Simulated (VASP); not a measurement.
**BAs in VASP: how settings move the LDA single point**

The LDA single point of BAs in the rocksalt structure is repeated with altered inputs. Which of them can be trusted? This is a trial cell built on a prototype, not taken from a measured structure, and it needn't be the compound's ground state.

Program: VASP 6.6.1. PAW datasets, plane waves. (Calculated; spin-unpolarised; the phase may be known or hypothetical.)

## (1) The cell

The cell comes from an earlier relaxation with r2SCAN in another program.

The symmetry is Fm-3m (No. 225, cubic); a = 4.611 Å in the conventional setting, 12.25 Å³ an atom. Near B stand 6 As at 2.31 Å; near As stand 6 B at 2.31 Å.

Coordinates:

```
CELL_PARAMETERS angstrom
0.00000 2.30529 2.30529
2.30529 0.00000 2.30529
2.30529 2.30529 0.00000
ATOMIC_POSITIONS crystal
B 0.00000 0.00000 0.00000
As 0.50000 0.50000 0.50000
```

## (2) The reference run

INCAR

```
ENCUT = 520.000000
SIGMA = 0.020000
EDIFF = 1.00e-07
GGA = CA
PREC = Accurate
IBRION = -1
ISIF = 2
ISMEAR = -1
NBANDS = 11
NELM = 120
NSW = 0
LASPH = .TRUE.
LCHARG = .TRUE.
LELF = .TRUE.
LWAVE = .FALSE.
LREAL = .FALSE.
```

KPOINTS

```
KPOINTS created by Atomic Simulation Environment
0
Gamma
10 10 10
0 0 0
```

POSCAR

```
B  As
 1.0000000000000000
     0.0000000000000000    2.3052873174999999    2.3052873174999999
     2.3052873174999999    0.0000000000000000    2.3052873174999999
     2.3052873174999999    2.3052873174999999    0.0000000000000000
 B   As
   1   1
Cartesian
  0.0000000000000000  0.0000000000000000  0.0000000000000000
  2.3052873174999999  2.3052873174999999  2.3052873174999999
```

A file KPOINTS_OPT adds named points for the levels; it doesn't enter the self-consistent loop.

Potentials: the recommended LDA PAW datasets, 8 valence electrons.

Started as:

```
$ mpirun -np 1 vasp_std
```

## (3) Variant 1

INCAR

```
ENCUT = 520.000000
EDIFF = 1.00e-07
GGA = CA
PREC = Accurate
IBRION = -1
ISIF = 2
NBANDS = 11
NSW = 0
LASPH = .TRUE.
LCHARG = .FALSE.
LWAVE = .FALSE.
LREAL = .FALSE.
ISMEAR = -5
SIGMA = 0.2
NELECT = 7.9
NELM = 97
```

KPOINTS is that of step 2.

POSCAR is that of step 2.

## (4) Variant 2

INCAR

```
SIGMA = 0.020000
EDIFF = 1.00e-07
GGA = CA
PREC = Accurate
IBRION = -1
ISIF = 2
ISMEAR = -1
NBANDS = 11
NSW = 0
LASPH = .TRUE.
LCHARG = .FALSE.
LWAVE = .FALSE.
LREAL = .FALSE.
NELM = 58
ENCUT = 80
```

KPOINTS is that of step 2.

POSCAR is that of step 2.

Q: Predict the outcome of this session. Wanted: for each run, changed; ending; energy change; pressure; electronic steps; usable.

As calculated:

| run | changed | ending | energy change (meV/atom) | pressure (GPa) | gap on the mesh (eV; negative: overlap) | electronic steps | time | usable |
| --- | --- | --- | --- | --- | --- | --- | --- | --- |
| ref. | – | converged | 0 | -6.1 | -4.67 | 12 | 7.6 s | yes |
| 1 | ISMEAR = -5, SIGMA = 0.2, NELECT = 7.9, NELM = 97 | converged | – | -14.4 | – | 13 | 7 s | no |
| 2 | ENCUT = 80 | converged | 461.6 | -19.8 | -5.41 | 12 | 2.2 s | no |

**Reading.** Of 2 altered inputs, 2 ended normally on a faulty or unsound input.
